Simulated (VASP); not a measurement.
# A vacancy on the Zn site in a supercell of ZnCu, part 2 of 5

How easily does a vacancy on the Zn site form in ZnCu? The host is relaxed first, then a supercell is run with and without the defect. The start is a cell from a database of measured crystal structures.

VASP 6.6.1, plane waves and PAW; the level of theory is named at each step.

So far. Step 2 (The host at zero pressure): The run ended after 3 ionic steps, 0.016 eV below its first step, once forces and stress met EDIFFG = -0.02.

### Step 3. The perfect supercell

Level of this step: PBEsol; plane waves and PAW (Zn, Cu) (VASP).

System of this step: ZnCu. The structure is cubic, space group Pm-3m (No. 221). Conventional cell: a = 2.907 Å, b = 2.907 Å, c = 2.907 Å, α = 90.00°, β = 90.00°, γ = 90.00°. Zn has 8 Cu at 2.52 Å nearest. Cu has 8 Zn at 2.52 Å nearest. Farther neighbours are not listed.

The same cell, mesh and cutoff without the defect give the energy to subtract and, in a gapped host, the band edges to count from, so that most errors cancel.

Input file INCAR:

```
SYSTEM = ZnCu
PREC = Normal
ENCUT = 300
EDIFF = 1E-05
NELM = 120
ISMEAR = 1
SIGMA = 0.2
LREAL = Auto
ALGO = Fast
GGA = PS
NBANDS = 216
LASPH = .TRUE.
LORBIT = 11
LWAVE = .FALSE.
LCHARG = .FALSE.
KPAR = 4
```

Input file POSCAR:

```
ZnCu
1.0
    0.0000000000      5.8131575078      5.8131575078
    5.8131575078      0.0000000000      5.8131575078
    5.8131575078      5.8131575078      0.0000000000
Zn Cu
16 16
Direct
    0.1250000000      0.1250000000      0.1250000000
    0.6250000000      0.1250000000      0.1250000000
    0.1250000000      0.6250000000      0.1250000000
    0.1250000000      0.1250000000      0.6250000000
    0.3750000000      0.3750000000      0.3750000000
    0.6250000000      0.6250000000      0.1250000000
    0.6250000000      0.1250000000      0.6250000000
    0.8750000000      0.3750000000      0.3750000000
    0.1250000000      0.6250000000      0.6250000000
    0.3750000000      0.8750000000      0.3750000000
    0.3750000000      0.3750000000      0.8750000000
    0.6250000000      0.6250000000      0.6250000000
    0.8750000000      0.8750000000      0.3750000000
    0.8750000000      0.3750000000      0.8750000000
    0.3750000000      0.8750000000      0.8750000000
    0.8750000000      0.8750000000      0.8750000000
    0.0000000000      0.0000000000      0.0000000000
    0.5000000000      0.0000000000      0.0000000000
    0.0000000000      0.5000000000      0.0000000000
    0.0000000000      0.0000000000      0.5000000000
    0.2500000000      0.2500000000      0.2500000000
    0.5000000000      0.5000000000      0.0000000000
    0.5000000000      0.0000000000      0.5000000000
    0.7500000000      0.2500000000      0.2500000000
    0.0000000000      0.5000000000      0.5000000000
    0.2500000000      0.7500000000      0.2500000000
    0.2500000000      0.2500000000      0.7500000000
    0.5000000000      0.5000000000      0.5000000000
    0.7500000000      0.7500000000      0.2500000000
    0.7500000000      0.2500000000      0.7500000000
    0.2500000000      0.7500000000      0.7500000000
    0.7500000000      0.7500000000      0.7500000000
```

Input file KPOINTS:

```
Automatic mesh
0
Gamma
4 4 4
0 0 0
```

Potentials, in the order of the species: Zn and Cu (PBE family, release 64).

Command:

```
$ mpirun -np 4 vasp_std
```

What it wrote:

```text
[banner, memory and clock lines left out]
running    4 mpi-ranks, on    1 nodes
 distrk:  each k-point on    1 cores,    4 groups
 distr:  one band on    1 cores,    1 groups

 POSCAR found type information on POSCAR ZnCu
 POSCAR found :  2 types and      32 ions
 [... a notice as in an earlier step ...]

 LDA part: xc-table for (Slater+PW92), standard interpolation
 POSCAR, INCAR and KPOINTS ok, starting setup
 FFT: planning ... GRIDC
 FFT: planning ... GRID_SOFT
 FFT: planning ... GRID
 WAVECAR not read
 entering main loop
       N       E                     dE             d eps       ncg     rms          rms(c)
DAV:   1     0.304626917742E+04    0.30463E+04   -0.10705E+05  3456   0.196E+03
DAV:   2     0.413991645738E+03   -0.26323E+04   -0.25442E+04  3456   0.510E+02
DAV:   3    -0.929791752585E+02   -0.50697E+03   -0.47783E+03  3472   0.229E+02
DAV:   4    -0.118570333039E+03   -0.25591E+02   -0.25049E+02  3824   0.662E+01
DAV:   5    -0.119058487816E+03   -0.48815E+00   -0.48600E+00  4272   0.906E+00    0.421E+01
RMM:   6    -0.113678469343E+03    0.53800E+01   -0.28890E+02  3646   0.830E+01    0.267E+01
RMM:   7    -0.976686381831E+02    0.16010E+02   -0.83497E+01  3532   0.432E+01    0.939E+00
RMM:   8    -0.976320835761E+02    0.36555E-01   -0.12661E+00  3778   0.425E+00    0.488E+00
RMM:   9    -0.975622761595E+02    0.69807E-01   -0.51054E-01  3794   0.240E+00    0.710E-01
RMM:  10    -0.975596294700E+02    0.26467E-02   -0.11934E-01  3886   0.114E+00    0.260E-01
RMM:  11    -0.975610659655E+02   -0.14365E-02   -0.17299E-02  4039   0.405E-01    0.235E-01
RMM:  12    -0.975605675776E+02    0.49839E-03   -0.44833E-03  3938   0.244E-01    0.111E-01
RMM:  13    -0.975607605087E+02   -0.19293E-03   -0.29003E-03  3880   0.222E-01    0.104E-01
RMM:  14    -0.975605770585E+02    0.18345E-03   -0.50738E-04  3923   0.107E-01    0.484E-02
RMM:  15    -0.975605650859E+02    0.11973E-04   -0.19176E-04  3584   0.419E-02    0.260E-02
RMM:  16    -0.975605596189E+02    0.54670E-05   -0.43368E-05  2846   0.203E-02
   1 F= -.97560560E+02 E0= -.97565064E+02  d E =0.135123E-01
```

Run time: 1.9 min. Hardware: 4 MPI ranks of Intel Xeon Platinum 8259CL at 2.50GHz (Skylake/Cascade Lake), shared host; peak memory 1.4 GiB; 6.8 min of CPU time.

OUTCAR, selected parts (step 3):

```text
  LATTYP: Found a face centered cubic cell.
 ALAT       =    11.6263150156

The static configuration has the point symmetry O_h .

 Found      8 irreducible k-points:

   k-points           NKPTS =      8   k-points in BZ     NKDIM =      8   number of bands    NBANDS=    216

   dimension x,y,z NGX =    36 NGY =   36 NGZ =   36
   dimension x,y,z NGXF=    72 NGYF=   72 NGZF=   72

   ENCUT  =  300.0 eV  22.05 Ry    4.70 a.u.  11.61 11.61 11.61*2*pi/ulx,y,z

   NELECT =     368.0000    total number of electrons

 E-fermi :   5.6638

 k-point     1 :       0.0000    0.0000    0.0000
  band No.  band energies     occupation
    ...
    177       3.7050      2.00000
    178       3.7050      2.00000
    179       3.7094      2.00000
    180       3.7094      2.00000
    181       3.7094      2.00000
    182       7.6676     -0.00000
    183       7.6676     -0.00000
    184       7.6676     -0.00000
    185       7.9940     -0.00000
    186       7.9940     -0.00000
    ...

 k-point     2 :       0.2500    0.0000    0.0000
  band No.  band energies     occupation
    ...
    177       3.8886      2.00000
    178       3.8886      2.00000
    179       4.3757      2.00000
    180       4.3758      2.00000
    181       4.3758      2.00000
    182       6.6264     -0.00000
    183       6.6264     -0.00000
    184       6.6264     -0.00000
    185       7.0573     -0.00000
    186       7.0573     -0.00000
    ...

  Total       -2.3590323     -2.3590323     -2.3590323      0.0000000      0.0000000     -0.0000000
  in kB       -9.6200695     -9.6200695     -9.6200695      0.0000000      0.0000000     -0.0000000
  external PRESSURE =      -9.6200695 kB  Pullay stress =       0.0000000 kB

  energy-cutoff  :      300.00
  volume of cell :      392.89
      direct lattice vectors                 reciprocal lattice vectors
     0.000000000  5.813157508  5.813157508    -0.086011776  0.086011776  0.086011776
     5.813157508  0.000000000  5.813157508     0.086011776 -0.086011776  0.086011776
     5.813157508  5.813157508  0.000000000     0.086011776  0.086011776 -0.086011776

 POSITION                                       TOTAL-FORCE (eV/Angst)
 -----------------------------------------------------------------------------------
      1.45329      1.45329      1.45329         0.000000     -0.000000     -0.000000
      1.45329      4.35987      4.35987         0.000000      0.000000     -0.000000
      4.35987      1.45329      4.35987        -0.000000     -0.000000      0.000000
      4.35987      4.35987      1.45329        -0.000000     -0.000000     -0.000000
      4.35987      4.35987      4.35987         0.000000      0.000000      0.000000
      4.35987      4.35987      7.26645         0.000000      0.000000     -0.000000
      4.35987      7.26645      4.35987         0.000000      0.000000      0.000000
      4.35987      7.26645      7.26645        -0.000000     -0.000000     -0.000000
      7.26645      4.35987      4.35987        -0.000000     -0.000000      0.000000
      7.26645      4.35987      7.26645         0.000000      0.000000      0.000000
      7.26645      7.26645      4.35987         0.000000      0.000000      0.000000
      7.26645      7.26645      7.26645         0.000000     -0.000000      0.000000
      7.26645      7.26645     10.17303        -0.000000     -0.000000     -0.000000
      7.26645     10.17303      7.26645        -0.000000     -0.000000     -0.000000
     10.17303      7.26645      7.26645        -0.000000      0.000000      0.000000
     10.17303     10.17303     10.17303         0.000000     -0.000000     -0.000000
      0.00000      0.00000      0.00000        -0.000000      0.000000     -0.000000
      0.00000      2.90658      2.90658         0.000000      0.000000     -0.000000
      2.90658      0.00000      2.90658         0.000000      0.000000      0.000000
      2.90658      2.90658      0.00000        -0.000000      0.000000      0.000000
      2.90658      2.90658      2.90658         0.000000     -0.000000     -0.000000
      2.90658      2.90658      5.81316         0.000000      0.000000      0.000000
      2.90658      5.81316      2.90658         0.000000     -0.000000      0.000000
      2.90658      5.81316      5.81316        -0.000000      0.000000      0.000000
      5.81316      2.90658      2.90658         0.000000     -0.000000     -0.000000
      5.81316      2.90658      5.81316        -0.000000      0.000000     -0.000000
      5.81316      5.81316      2.90658         0.000000      0.000000      0.000000
      5.81316      5.81316      5.81316        -0.000000      0.000000      0.000000
      5.81316      5.81316      8.71974        -0.000000      0.000000     -0.000000
      5.81316      8.71974      5.81316         0.000000      0.000000     -0.000000
      8.71974      5.81316      5.81316        -0.000000      0.000000     -0.000000
      8.71974      8.71974      8.71974         0.000000     -0.000000     -0.000000
 -----------------------------------------------------------------------------------
    total drift:                                0.000000      0.000000      0.000000

  FREE ENERGIE OF THE ION-ELECTRON SYSTEM (eV)
  ---------------------------------------------------
  free  energy   TOTEN  =       -97.5605596189 eV

  energy  without entropy=      -97.5740719402  energy(sigma->0) =      -97.56506373

 total charge
# of ion       s       p       d       tot
------------------------------------------
    1        0.592   0.560   9.732  10.884
    2        0.592   0.560   9.732  10.884
    3        0.592   0.560   9.732  10.884
    4        0.592   0.560   9.732  10.884
    5        0.592   0.560   9.732  10.884
    6        0.592   0.560   9.732  10.884
    7        0.592   0.560   9.732  10.884
    8        0.592   0.560   9.732  10.884
    9        0.592   0.560   9.732  10.884
   10        0.592   0.560   9.732  10.884
   11        0.592   0.560   9.732  10.884
   12        0.592   0.560   9.732  10.884
   13        0.592   0.560   9.732  10.884
   14        0.592   0.560   9.732  10.884
   15        0.592   0.560   9.732  10.884
   16        0.592   0.560   9.732  10.884
   17        0.440   0.413   9.181  10.034
   18        0.440   0.413   9.181  10.034
   19        0.440   0.413   9.181  10.034
   20        0.440   0.413   9.181  10.034
   21        0.440   0.413   9.181  10.034
   22        0.440   0.413   9.181  10.034
   23        0.440   0.413   9.181  10.034
   24        0.440   0.413   9.181  10.034
   25        0.440   0.413   9.181  10.034
   26        0.440   0.413   9.181  10.034
   27        0.440   0.413   9.181  10.034
   28        0.440   0.413   9.181  10.034
   29        0.440   0.413   9.181  10.034
   30        0.440   0.413   9.181  10.034
   31        0.440   0.413   9.181  10.034
   32        0.440   0.413   9.181  10.034
--------------------------------------------------
tot         16.519  15.573 302.600 334.691

[... 1 part as in an earlier step ...]

[... 7 further parts left out ...]
```

Numbers from this step:

* electronic cycles: 16
* electrons: 368
* free energy (TOTEN): -97.5606 eV
* energy at zero smearing: -97.5651 eV
* Fermi energy: 5.664 eV

The host is treated as a metal, as its relaxation found a gap under 0.3 eV or none, and only the neutral defect is run.

(Continued in part 3 of 5.)

[Lines on the potential files, build, host, timing and source positions are cut from VASP's logs without a mark.]

[Logs are printed without paths, hosts, clocks, repeated set-up lines and the standing remarks that a program may print on its own settings, such as how far it seeks lower states.]

[Hosts, paths, dates, database ids (printed as entryN), source tags and the programs' standing remarks are cut or masked in the printed files.]

[In band tables of VASP the shares of atoms and orbitals are scaled to a sum of 1 inside the atoms' spheres.]

[Runs that stopped without an error message from VASP are left out.]
